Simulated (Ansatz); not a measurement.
# HfN: a hydrostatic pressure series

An exercise on one series of results from a longer session: the logs are not shown, and one member is left open.

Computed with Ansatz 0.2.0 (DFT r2SCAN, scalar-relativistic, plane waves, PAW, unless a step's input says otherwise).

### The structure to begin with

Symmetry: P6_3/mmc, No. 194, hexagonal system. Conventional cell: a = 3.144 Å, b = 3.144 Å, c = 5.425 Å, α = 90.00°, β = 90.00°, γ = 120.00°. Hf (site symmetry -6m2) has 6 N at 2.27 Å as nearest neighbours. N (site symmetry -3m) has 6 Hf at 2.27 Å as nearest neighbours.

As a file:

```cif
data_structure
_symmetry_space_group_name_H-M 'P6_3/mmc'
_symmetry_Int_Tables_number 194
_cell_length_a 3.1443
_cell_length_b 3.1443
_cell_length_c 5.4252
_cell_angle_alpha 90.000
_cell_angle_beta 90.000
_cell_angle_gamma 120.000
_cell_volume 46.45
loop_
_atom_site_label
_atom_site_type_symbol
_atom_site_symmetry_multiplicity
_atom_site_Wyckoff_symbol
_atom_site_fract_x
_atom_site_fract_y
_atom_site_fract_z
_atom_site_occupancy
Hf1 Hf 2 c 0.66667 0.33333 0.75000 1
N1 N 2 a 0.00000 0.00000 0.00000 1
```

It goes back to an entry of the Materials Project, which need not be the stable form.

It is the result of an earlier relaxation at this level (volume 11.61 Å³/atom; gap on the mesh: none (metal)).

The first run:

input.yaml reads:

```yaml
crystal:
  lattice:
    - [3.164182061, 0.0, 0.0]
    - [-1.5820910305, 2.740262047, 0.0]
    - [0.0, 0.0, 5.4595480327]
  atoms:
    - { symbol: Hf, position: [0.6666666667, 0.3333333333, 0.75] }
    - { symbol: Hf, position: [0.3333333333, 0.6666666667, 0.25] }
    - { symbol: "N", position: [0.0, 0.0, 0.0] }
    - { symbol: "N", position: [0.0, 0.0, 0.5] }
basis:
  ecutwfc: 500
kpoints:
  mp_grid: { grid: [18, 18, 8] }
hamiltonian:
  xc: r2scan
scf:
  occupations: { method: gaussian, width: 0.1 }
output:
  forces: true
  stress: true
  eigenvalues: true
relax:
  adjacent_minimum: "off"
  f_tol: 0.008
  max_steps: 50
  cell: { stress_tol: 0.08, p_target: -2.0 }
```

Launch:

```
ansatz run input.yaml --threads 1 --pin off --max-ram 2560MiB --backend cpu --events-out ev --progress --plain --runs-dir out
```

Steps of the session up to this table: -2 GPa; Target pressure 2 GPa; Target pressure 5 GPa; Target pressure 10 GPa; 20 GPa; Target pressure 40 GPa.

One table of the session follows, with a row left open; its other results are not shown here.

Lengths are those of the vectors of the cell that was run:

| P (GPa) | V (Å³/atom) | a (Å) | b (Å) | c (Å) | ΔH (eV/atom) |
| --- | --- | --- | --- | --- | --- |
| -2 | 11.70 | 3.152 | 3.152 | 5.438 | -0.145 |
| 0 | 11.61 | 3.144 | 3.144 | 5.425 | 0.000 |
| 2 | 11.53 | 3.137 | 3.137 | 5.412 | 0.144 |
| 5 | ? | ? | ? | ? | ? |
| 10 | 11.23 | 3.109 | 3.109 | 5.364 | 0.712 |
| 20 | 10.90 | 3.078 | 3.078 | 5.312 | 1.403 |
| 40 | 10.36 | 3.026 | 3.026 | 5.226 | 2.728 |

Estimate the missing values for P (GPa) = 5.

Worked estimate for «V (Å³/atom)». A straight line through the neighbours (2, 11.53) and (10, 11.23) gives 11.53 + (11.23 − 11.53) × (5 − 2) / (10 − 2) = 11.42; a parabola fitted to 4 rows on both sides gives 11.41.

As computed: V (Å³/atom): 11.41; a (Å): 3.126; b (Å): 3.126; c (Å): 5.393; ΔH (eV/atom): 0.359. In «V (Å³/atom)» the line misses by +0.01 and the parabola by 0.00.

ΔH is E + PV over the energy at zero pressure; a, b and c are the vectors of the computed cell. 

Limits of these values: Other structures may take over in this range; these runs cannot find them.
